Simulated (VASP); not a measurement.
# O (R-3m) in VASP: further runs

Runs on O. Level: PBE. Tasks: single point.

Everything below comes from runs of VASP 6.6.1. Logs are shortened: lines on timing, memory, paths and dates and some standing lists are left out, and cuts for length are marked.

### 1 The undisturbed crystal

The structure is trigonal, space group R-3m (No. 166). Conventional cell: a = 2.847 Å, b = 2.847 Å, c = 10.225 Å, α = 90.00°, β = 90.00°, γ = 120.00°. Around O (site symmetry 3m) lie 1 O at 1.18 Å.

The real solid is made of molecules; this cell is a model form.

### 2 Single point, PBE (volume scaled by 1.02)

Input file INCAR:

```
PREC = Accurate
ENCUT = 520
EDIFF = 1E-6
ISMEAR = -1
SIGMA = 0.02
LREAL = False
LASPH = True
NELM = 100
ALGO = Normal
ISIF = 2
LWAVE = False
LCHARG = False
GGA = PE
NBANDS = 13
```

Input file KPOINTS:

```
Automatic mesh
0
Gamma
  10 10 10
```

Input file POSCAR:

```
O
1.0
    1.4327754493      0.8272132913      3.4308721810
   -1.4327754493      0.8272132913      3.4308721810
    0.0000000000     -1.6544265826      3.4308721810
O
2
Direct
    0.0577000000      0.0577000000      0.0577000000
    0.9423000000      0.9423000000      0.9423000000
```

Potentials or basis: VASP PAW PBE potentials, release 64 (O).

Command:

```console
> cat potpaw_PBE.64/O/POTCAR > POTCAR
> mpirun -np 1 vasp_std > vasp.out
```

OUTCAR:

```text
PREC = Accurate
   ENCUT = 520
   EDIFF = 1E-6
   ISMEAR = -1
   LREAL = False
   LASPH = True
   NELM = 100
   ISIF = 2
   GGA = PE

 ion  position               nearest neighbor table
   1  0.058  0.058  0.058-   2 1.19
   2  0.942  0.942  0.942-   1 1.19

  LATTYP: Found a trigonal (rhomboedric) cell.
 ALAT       =     3.8089383350
 COS(alpha) =     0.7170052526

  Lattice vectors:

 A1 = (   1.4327754493,   0.8272132913,   3.4308721810)
 A2 = (  -1.4327754493,   0.8272132913,   3.4308721810)
 A3 = (   0.0000000000,  -1.6544265826,   3.4308721810)

Analysis of symmetry for initial positions (statically):
=====================================================================
 Subroutine PRICEL returns:
 Original cell was already a primitive cell.

 Routine SETGRP: Setting up the symmetry group for a
 trigonal (rhombohedral) supercell.

 Subroutine GETGRP returns: Found 12 space group operations
 (whereof 12 operations were pure point group operations)
 out of a pool of 12 trial point group operations.

The static configuration has the point symmetry D_3d.

Analysis of symmetry for dynamics (positions and initial velocities):
=====================================================================
 Subroutine PRICEL returns:
 Original cell was already a primitive cell.

 Routine SETGRP: Setting up the symmetry group for a
 trigonal (rhombohedral) supercell.

 Subroutine GETGRP returns: Found 12 space group operations
 (whereof 12 operations were pure point group operations)
 out of a pool of 12 trial point group operations.

The dynamic configuration has the point symmetry D_3d.

 Subroutine INISYM returns: Found 12 space group operations
 (whereof 12 operations are pure point group operations),
 and found     1 'primitive' translations

----------------------------------------------------------------------------------------

                                     Primitive cell

  volume of cell :      24.3978

  direct lattice vectors                    reciprocal lattice vectors
     1.432775449  0.827213291  3.430872181     0.348973037  0.201479677  0.097157025
    -1.432775449  0.827213291  3.430872181    -0.348973037  0.201479677  0.097157025
     0.000000000 -1.654426583  3.430872181     0.000000000 -0.402959354  0.097157025

  length of vectors
     3.808938335  3.808938335  3.808938335     0.414506608  0.414506608  0.414506608

  position of ions in fractional coordinates (direct lattice)
     0.057700000  0.057700000  0.057700000
     0.942300000  0.942300000  0.942300000

  ion indices of the primitive-cell ions
   primitive index   ion index
                 1           1
                 2           2

----------------------------------------------------------------------------------------

 KPOINTS: Automatic mesh

Automatic generation of k-mesh.
 Grid dimensions read from file:
 generate k-points for:   10   10   10

 Generating k-lattice:

  Cartesian coordinates                     Fractional coordinates (reciprocal lattice)
     0.034897304  0.020147968  0.009715702     0.100000000 -0.000000000  0.000000000
    -0.034897304  0.020147968  0.009715702    -0.000000000  0.100000000  0.000000000
     0.000000000 -0.040295935  0.009715702     0.000000000  0.000000000  0.100000000

  Length of vectors
     0.041450661  0.041450661  0.041450661

  Shift w.r.t. Gamma in fractional coordinates (k-lattice)
     0.000000000  0.000000000  0.000000000

 Subroutine IBZKPT returns following result:
 ===========================================

 Found    116 irreducible k-points:

 Following reciprocal coordinates:
            Coordinates               Weight
  0.000000  0.000000  0.000000      1.000000
  0.100000  0.000000  0.000000      6.000000
  0.200000  0.000000  0.000000      6.000000
  0.300000 -0.000000  0.000000      6.000000
  0.400000 -0.000000  0.000000      6.000000
  0.500000 -0.000000  0.000000      3.000000
[... 16 lines left out ...]
  0.300000  0.300000  0.000000      6.000000
  0.400000  0.300000  0.000000     12.000000
 [... further k-points ...]
   k-points           NKPTS =    116   k-points in BZ     NKDIM =    116   number of bands    NBANDS=     13
   number of dos      NEDOS =    301   number of ions     NIONS =      2
   total plane-waves  NPLWV =  21952
   dimension x,y,z NGX =    28 NGY =   28 NGZ =   28
   dimension x,y,z NGXF=    56 NGYF=   56 NGZF=   56
   ions per type =               2
   NGX,Y,Z   is equivalent  to a cutoff of  12.22, 12.22, 12.22 a.u.
   NGXF,Y,Z  is equivalent  to a cutoff of  24.44, 24.44, 24.44 a.u.
 SYSTEM =  unknown system
   PREC   = accura    normal or accurate (medium, high low for compatibility)
   ISTART =      0    job   : 0-new  1-cont  2-samecut
   ICHARG =      2    charge: 1-file 2-atom 10-const
   ISPIN  =      1    spin polarized calculation?
   LNONCOLLINEAR =      F non collinear calculations
   LSORBIT =      F    spin-orbit coupling
   LASPH  =      T    aspherical Exc in radial PAW
   ENCUT  =  520.0 eV  38.22 Ry    6.18 a.u.   7.08  7.08  7.08*2*pi/ulx,y,z
   NELM   =    100;   NELMIN=  2; NELMDL= -5     # of ELM steps
   EDIFF  = 0.1E-05   stopping-criterion for ELM
   LREAL  =      F    real-space projection
   EDIFFG = 0.1E-04   stopping-criterion for IOM
   NSW    =      0    number of steps for IOM
   IBRION =     -1    ionic relax: 0-MD 1-quasi-New 2-CG
   NFREE  =      0    steps in history (QN), initial steepest desc. (CG)
   ISIF   =      2    stress and relaxation
   ISYM   =      2    0-nonsym 1-usesym 2-fastsym
   POTIM  = 0.5000    time-step for ionic-motion
   TEBEG  =    0.0;   TEEND  =   0.0 temperature during run
   PSTRESS=    0.0 pullay stress
   NELECT =      12.0000    total number of electrons
   NUPDOWN=      -1.0000    fix difference up-down
   EMIN   =  10.00;   EMAX   =-10.00  energy-range for DOS
   EFERMI =   0.00;   METHOD = LEGACY
   ISMEAR =    -1;   SIGMA  =   0.02  broadening in eV -4-tet -1-fermi 0-gaus
   EFERMI_NEDOS =   21; number of points for ismear=-14 and -15
   IALGO  =     38    algorithm
   IMIX   =      4    mixing-type and parameters
     AMIX     =   0.40;   BMIX     =  1.00
     AMIX_MAG =   1.60;   BMIX_MAG =  1.00
  volume/ion in A,a.u.               =      12.20        82.32
  Fermi-wavevector in a.u.,A,eV,Ry     =   1.292265  2.442026 22.721018  1.669948
  Thomas-Fermi vector in A             =   2.423983
   LORBIT       =      0    0 simple, 1 ext, 2 COOP (PROOUT), +10 PAW based schemes
   GGA     = PE    functional components
   LHFCALC =     F    Hartree Fock is set to
   AEXX    =    0.0000 exact exchange contribution
   IVDW    =     0    specifies the selected vdW correction
   LEPSILON=     F    determine dielectric tensor
   LRPA    =     F    only Hartree local field effects (RPA)
 non-spin polarized calculation
  energy-cutoff  :      520.00
  volume of cell :       24.40
 maximum number of plane-waves:       678
   NGX = 15   NGY = 15   NGZ = 15

 number of electron      12.0000000 magnetization

 Free energy of the ion-electron system (eV)
  ---------------------------------------------------
  ext. energy  EPLUGINS =         0.00000000
  ---------------------------------------------------
  free energy    TOTEN  =        -9.32037715 eV

  energy without entropy =       -9.31848714  energy(sigma->0) =       -9.31943215

 E-fermi :   0.2455     XC(G=0):  -9.1016

 val. band max:        0.2204315524   @ k =  -0.4000   0.1000  -0.0000
 cond. band min:       0.2458253392   @ k =   0.5000   0.5000   0.3000
 fundamental gap:      0.0253937867
 Fermi energy:         0.2455190412

 k-point     1 :       0.0000    0.0000    0.0000
  band No.  band energies     occupation
      1     -27.6650      2.00000
      2     -13.6242      2.00000
      3      -8.7603      2.00000
      4      -6.2239      2.00000
      5      -6.2239      2.00000
      6       0.7786      0.00000
      7       0.7786      0.00000
      8       8.4754      0.00000
      9      11.7398      0.00000
     10      15.2038      0.00000
     11      18.7351      0.00000
     12      21.4713      0.00000
     13      21.4713      0.00000

 k-point     2 :       0.1000    0.0000    0.0000
  band No.  band energies     occupation
      1     -27.6336      2.00000
      2     -13.6128      2.00000
      3      -8.7041      2.00000
      4      -6.3897      2.00000
      5      -6.2605      2.00000
      6       0.6426      0.00000
      7       0.7319      0.00000
      8       8.7862      0.00000
      9      11.7318      0.00000
     10      15.2158      0.00000
     11      18.9680      0.00000
     12      20.0487      0.00000
     13      21.8538      0.00000

 k-point     3 :       0.2000    0.0000    0.0000
  band No.  band energies     occupation
      1     -27.5506      2.00000
      2     -13.5796      2.00000
      3      -8.5680      2.00000
      4      -6.7947      2.00000
      5      -6.3549      2.00000
      6       0.3050      0.09717
      7       0.6116      0.00000
      8       9.5614      0.00000
      9      11.7059      0.00000
     10      15.3929      0.00000
     11      17.5563      0.00000
     12      20.1531      0.00000
     13      21.8549      0.00000
[... 305 lines left out ...]
 k-point    23 :       0.3000    0.3000    0.0000
  band No.  band energies     occupation
      1     -27.4297      2.00000
      2     -13.7903      2.00000
      3      -8.1449      2.00000
      4      -6.9840      2.00000
      5      -6.6013      2.00000
      6      -0.4167      2.00000
      7       0.8051      0.00000
      8       9.8513      0.00000
      9      11.9973      0.00000
     10      14.8540      0.00000
     11      16.2343      0.00000
     12      19.9047      0.00000
     13      22.6335      0.00000

 k-point    24 :       0.4000    0.3000    0.0000
  band No.  band energies     occupation
      1     -27.3684      2.00000
      2     -13.7786      2.00000
      3      -8.1148      2.00000
      4      -7.0335      2.00000
      5      -6.7815      2.00000
      6      -0.6327      2.00000
      7       0.7062      0.00000
      8      10.0578      0.00000
      9      12.3063      0.00000
     10      15.0232      0.00000
     11      15.7097      0.00000
     12      19.4070      0.00000
     13      22.1447      0.00000

 [... further k-points ...]
[... 5 lines left out ...]
  --------------------------------------------------------------------------------------
  -------------------------------------------------------------------------------------
  Total       -0.9571376     -0.9571376      5.0910758      0.0000000      0.0000000      0.0000000
  in kB      -62.8540866    -62.8540866    334.3248971      0.0000000      0.0000000      0.0000000
  external PRESSURE =      69.5389080 kB  Pullay stress =       0.0000000 kB

 VOLUME and BASIS-vectors are now :
 -----------------------------------------------------------------------------
  energy-cutoff  :      520.00
  volume of cell :       24.40
      direct lattice vectors                 reciprocal lattice vectors
     1.432775449  0.827213291  3.430872181     0.348973037  0.201479677  0.097157025
    -1.432775449  0.827213291  3.430872181    -0.348973037  0.201479677  0.097157025
     0.000000000 -1.654426583  3.430872181     0.000000000 -0.402959354  0.097157025

 POSITION                                       TOTAL-FORCE (eV/Angst)
 -----------------------------------------------------------------------------------
      0.00000      0.00000      0.59388         0.000000      0.000000      3.529014
      0.00000      0.00000      9.69873         0.000000      0.000000     -3.529014
 -----------------------------------------------------------------------------------
    total drift:                                0.000000     -0.000000      0.000000

  FREE ENERGIE OF THE ION-ELECTRON SYSTEM (eV)
  ---------------------------------------------------
  free  energy   TOTEN  =        -9.3203771547 eV

  energy  without entropy=       -9.3184871426  energy(sigma->0) =       -9.31943215
```

Wall time 50 s (1 thread of Intel Xeon Platinum 8375C at 2.90GHz (Ice Lake), shared host); peak memory 0.16 GiB.

Results:

```
Free energy            : -9.3204 eV
Pressure               : 7.0 GPa
Largest force          : 3.529 eV/Å
Band gap on the k mesh : none (metal or under the smearing width)
```

Forces in eV/Å, atoms in the order of the input:
```
O    0.000  0.000  3.529
O    0.000  0.000 -3.529
```

Stress tensor (GPa, compression positive):
```
-6.29  0.00  0.00
 0.00 -6.29  0.00
 0.00  0.00 33.43
```

Caveat: the standard files for N, O and F lose accuracy on very short bonds; spin is off for a triplet molecule; forces of over 1 eV/Å show positions far from the minimum, so gaps and moduli don't describe the material at rest.

### 3 Single point, PBE (volume scaled by 0.96)

INCAR: that of step 2 with these lines changed.

```diff
@@ -11,4 +11,6 @@
 LWAVE = False
-LCHARG = False
+LCHARG = True
 GGA = PE
+LELF = True
+LVHAR = True
 NBANDS = 13
```

Input file KPOINTS:

```
regular mesh
0
Gamma
  10 10 10
```

Input file POSCAR:

```
O
1.0
    1.4041122177      0.8106645668      3.3622362452
   -1.4041122177      0.8106645668      3.3622362452
    0.0000000000     -1.6213291337      3.3622362452
O
2
Direct
    0.0577000000      0.0577000000      0.0577000000
    0.9423000000      0.9423000000      0.9423000000
```

Potentials or basis: VASP PAW PBE potentials, release 64 (O).

Command:

```console
> cat potpaw_PBE.64/O/POTCAR > POTCAR
> mpirun -np 1 vasp_std > vasp.out
```

Wall time 52 s (1 thread of Intel Xeon Platinum 8375C at 2.90GHz (Ice Lake), shared host); peak memory 0.16 GiB.

It converged, with:

```
Free energy            : -9.2198 eV
Pressure               : 15.0 GPa
Largest force          : 6.003 eV/Å
Band gap on the k mesh : none (metal or under the smearing width)
```

Forces in eV/Å, atoms in the order of the input:
```
O    0.000  0.000  6.003
O    0.000  0.000 -6.003
```

Stress tensor (GPa, compression positive):
```
-6.07  0.00  0.00
 0.00 -6.07  0.00
 0.00  0.00 56.99
```

Levels at points of the mesh, in eV from the Fermi level:
| k point | band 2 | band 3 | band 4 | band 5 | band 6 | band 7 | band 8 | band 9 | band 10 | band 11 |
| --- | --- | --- | --- | --- | --- | --- | --- | --- | --- | --- |
| (0.00, 0.00, 0.00) | -13.87 | -9.46 | -6.85 | -6.85 | 0.60 | 0.60 | 8.42 | 12.18 | 15.16 | 19.15 |
| (0.50, 0.00, 0.00) | -13.70 | -9.26 | -8.09 | -7.26 | -0.79 | 0.07 | 10.94 | 12.76 | 13.61 | 17.86 |
| (0.50, 0.50, 0.00) | -14.11 | -9.05 | -7.47 | -7.43 | -1.44 | 0.65 | 10.53 | 11.78 | 15.55 | 15.64 |
| (0.50, 0.50, 0.50) | -15.20 | -7.24 | -6.96 | -6.96 | 0.86 | 0.86 | 8.35 | 8.61 | 14.13 | 20.63 |

Caveat: the standard files for N, O and F lose accuracy on very short bonds; spin is off for a triplet molecule; forces of over 1 eV/Å show positions far from the minimum, so gaps and moduli don't describe the material at rest.
